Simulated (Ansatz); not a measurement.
Level of theory: DFT PBE, scalar-relativistic, plane waves, PAW (Ansatz). All cells share a 420 eV cutoff and Γ-centred k meshes spaced at most about 0.3 Å⁻¹ (about 0.25 or finer for metals, 2π included). No spin polarisation.

Temperature and zero-point effects are left out.

Task: Order these relaxed structures of In₂Ga₃As₃ by energy, lowest first, with the energy over the lowest of them.
A. Space group P-4m2 (No. 115), tetragonal, a = 4.092 Å, c = 12.852 Å. In is surrounded by 2 As at 2.65 Å and 2 Ga at 2.79 Å; Ga on a site of symmetry 2mm is surrounded by 4 As at 2.49–2.50 Å; around Ga on a site of symmetry -4m2 lie 4 In at 2.79 Å; As on a site of symmetry 2mm is surrounded by 2 Ga at 2.49 Å and 2 In at 2.65 Å; 1 more site not described.
B. Space group R3m (No. 160), trigonal, a = 4.054 Å, c = 44.093 Å. Around In on its first site lie 1 Ga at 2.69 Å and 3 In at 2.97 Å; In on its second site has 1 As at 2.67 Å and 3 In at 2.97 Å; Ga on its first site has 4 As at 2.49 Å; As on its first site has 4 Ga at 2.49 Å; 4 more sites not described.

Result: B (0 meV/atom), A (53 meV/atom). Counting As atoms around Ga and In (those within 1.25 times the shortest such distance or 1.15 times the sum of covalent radii, 1.27 where that leaves under three; a plus sign parts nearer from farther groups; the shortest distance is added where it exceeds 1.18 times the sum of covalent radii; a slash parts the counts of unlike sites): B has In 1/3+3 from 4.2 Å, Ga 3/4; A has In 2, Ga 4/8 from 4.6 Å. Origin: A, invented; B, invented, then shaken at random and relaxed again.

Cells relaxed within their symmetry can be saddle points. Some structure types and database cells were kept out of the candidates from the start, so a known form may be missing.
